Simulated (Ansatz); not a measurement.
**Where the states of LiBr lie**

```cif
data_structure
_symmetry_space_group_name_H-M 'Fm-3m'
_symmetry_Int_Tables_number 225
_cell_length_a 5.4890
_cell_length_b 5.4890
_cell_length_c 5.4890
_cell_angle_alpha 90.000
_cell_angle_beta 90.000
_cell_angle_gamma 90.000
_cell_volume 165.38
loop_
_atom_site_label
_atom_site_type_symbol
_atom_site_symmetry_multiplicity
_atom_site_Wyckoff_symbol
_atom_site_fract_x
_atom_site_fract_y
_atom_site_fract_z
_atom_site_occupancy
Li1 Li 4 a 0.00000 0.00000 0.00000 1
Br1 Br 4 b 0.50000 0.00000 0.00000 1
```

The runs use the primitive cell with vectors (0.000, 2.744, 2.744), (2.744, 0.000, 2.744), (2.744, 2.744, 0.000) Å, to which the k mesh refers.

The cell is COD entry 1011363, as deposited and not checked against the literature; nothing was relaxed. It is an old determination, and later ones may differ.

These are results of DFT, PBE, all-electron LAPW, scalar-relativistic in Ansatz 0.2.0, not measurements.

Numerical set-up: a Γ-centred 8×8×8 k mesh, Fermi–Dirac smearing of 0.03 eV, basis error target 1 meV/atom, no spin polarisation.

Q: Which of the resolved shells contributes most in the top eV of the valence band?

A: Br 4p, with 98 % of all states there; Li 2s follows with 1 %.

Q: Tabulate the density of states.

A: States per eV and cell, averaged over 0.6 eV, from -2.9 to 6.5 eV, with energies (bin centres) from the valence-band top; empty bins are left out. The partial columns, the largest 3 alone, are projections on Löwdin-orthogonalised atomic shells (those that the program's projection atoms carry: the occupied ones and, for some elements, an empty d or f shell; other empty shells have no column), summed over atoms of an element. Weights on diffuse s and p shells depend on that basis and aren't pure angular character.
```
E (eV)  total  Br 4p  Li 2s  Br 4s
  -2.7   1.91   1.73   0.16   0.01
  -2.1   1.31   1.17   0.11   0.02
  -1.5   1.62   1.55   0.04   0.01
  -0.9   2.89   2.82   0.03   0.01
  -0.3   2.27   2.24   0.00   0.00
   5.1   0.01   0.00   0.01   0.00
   5.7   0.16   0.01   0.07   0.02
   6.3   0.84   0.05   0.34   0.06
```
